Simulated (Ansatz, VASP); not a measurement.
Two plane-wave programs on LiF

File INCAR:

```
PREC = Accurate ; ENCUT = 520
EDIFF = 1E-8 ; ISMEAR = -1
SIGMA = 0.03 ; LREAL = False
LASPH = True ; NELM = 80
ALGO = Normal ; ISIF = 2
LWAVE = False ; LCHARG = False
GGA = PE ; LEFG = True
NBANDS = 12
```

The input KPOINTS:

```
regular mesh
0
Gamma
  16 16 16
```

The input POSCAR:

```
LiF
1.0
    0.0000000000      2.1970197556      2.1970197556
    2.1970197556      0.0000000000      2.1970197556
    2.1970197556      2.1970197556      0.0000000000
Li F
1 1
Direct
    0.0000000000      0.0000000000      0.0000000000
    0.2500000000      0.2500000000      0.2500000000
```

Input for Ansatz:

```yaml
crystal:
  lattice:
    - [0.0, 2.1970197556, 2.1970197556]
    - [2.1970197556, 0.0, 2.1970197556]
    - [2.1970197556, 2.1970197556, 0.0]
  atoms:
    - { symbol: Li, position: [0.0, 0.0, 0.0] }
    - { symbol: F, position: [0.25, 0.25, 0.25] }
kpoints:
  mp_grid: { grid: [16, 16, 16] }
scf:
  occupations: { method: fermi_dirac, width: 0.03 }
hamiltonian:
  xc: pbe
  pseudopotentials: { kind: paw }
output:
  forces: true
  stress: true
  eigenvalues: true
  efg: { contact_densities: true }
```

Change from the starting cell: volume scaled by 1.02, PAW files.

Alike in both runs: task electric field gradients; functional PBE; k mesh 16 × 16 × 16; occupations fermi-dirac, width 0.03 eV; no spin polarisation.

|  | VASP | Ansatz |
| --- | --- | --- |
| version | VASP 6.6.1 | Ansatz 0.2.0 |
| potentials or method | VASP PAW PBE potentials, release 64 (Li_sv, F) | PAW with Ansatz's default frozen-core files, scalar-relativistic |
| plane-wave cutoff (eV) | 520 | 420 |
| valence electrons in the cell | 10 | 10 |

```csv
,VASP,Ansatz,Ansatz less VASP
gap on the k mesh at the Fermi level (eV),7.53,7.54,+0.009
Vzz of the field gradient on the site that differs most (V/Å²),0.0,0.0,0.00
```

The functional is the same, so the differences come from potentials, cutoffs and numerics.

 A k mesh can miss the band edges.
